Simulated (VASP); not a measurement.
VASP 6.6.1 run: Si

INCAR

```
METAGGA = R2SCAN
SIGMA = 0.02
IBRION = -1
PREC = Accurate
ALGO = Normal
LASPH = .TRUE.
LCHARG = .FALSE.
NSW = 0
LWAVE = .FALSE.
ENCUT = 520
ISIF = 2
LREAL = .FALSE.
NELMIN = 4
ISYM = 0
ISMEAR = -1
EDIFF = 1E-7
NBANDS = 11
NELM = 120
```

KPOINTS

```
KPOINTS created by Atomic Simulation Environment
0
Gamma
4 4 4
0 0 0
```

POSCAR

```
Si
 1.0000000000000000
     0.0000000000000000    2.5835638433999999    2.8231982915999998
     2.5835638433999999    0.0000000000000000    2.8231982915999998
     2.5835638433999999    2.5835638433999999    0.0000000000000000
 Si
   2
Cartesian
  1.2917819216999999  1.2917819216999999  1.4115991457999999
  0.0000000000000000  0.0000000000000000  0.0000000000000000
```

The recommended PBE PAW datasets give the neutral cell 8 valence electrons.

Command

```
mpirun -np 1 vasp_std
```

**Question.** Predict the outcome of this run.

**Answer.** It converged. Results: gap between bands v and c on the k mesh 0.28 eV; least direct gap on the k mesh 2.44 eV; pressure 7.8 GPa. Band v is the last that the valence electrons fill when counted band by band, and c is the next.

OSZICAR

```
N       E                     dE             d eps       ncg     rms          rms(c)
DAV:   1    -0.427966341099E+00   -0.42797E+00   -0.34141E+03   792   0.594E+02
DAV:   2    -0.178893480123E+02   -0.17461E+02   -0.16599E+02  1044   0.874E+01
DAV:   3    -0.184010396735E+02   -0.51169E+00   -0.50988E+00  1002   0.125E+01
DAV:   4    -0.184047902209E+02   -0.37505E-02   -0.37500E-02   972   0.134E+00
DAV:   5    -0.184048234108E+02   -0.33190E-04   -0.33188E-04  1022   0.119E-01    0.653E+00
DAV:   6    -0.172472213319E+02    0.11576E+01   -0.15819E-01   915   0.231E+00    0.455E+00
DAV:   7    -0.172337344246E+02    0.13487E-01   -0.18595E-01   888   0.210E+00    0.378E-01
DAV:   8    -0.172327164392E+02    0.10180E-02   -0.61503E-03   935   0.453E-01    0.429E-01
DAV:   9    -0.172329159031E+02   -0.19946E-03   -0.29936E-04   936   0.141E-01    0.165E-02
DAV:  10    -0.172329229077E+02   -0.70046E-05   -0.32805E-06   948   0.129E-02    0.553E-03
DAV:  11    -0.172329294641E+02   -0.65564E-05   -0.13266E-06   939   0.808E-03    0.825E-04
DAV:  12    -0.172329286505E+02    0.81351E-06   -0.26810E-08   577   0.116E-03    0.925E-04
DAV:  13    -0.172329284486E+02    0.20199E-06   -0.32170E-09   543   0.433E-04    0.311E-04
DAV:  14    -0.172329283689E+02    0.79666E-07   -0.54475E-10   543   0.180E-04
   1 F= -.17232928E+02 E0= -.17232915E+02  d E =-.263590E-04
```

These settings aren't sound, so the numbers aren't properties of the crystal.

On sound settings r²SCAN gives a gap of 0.18 eV on its mesh and a pressure of 7.0 GPa for the intended cell.
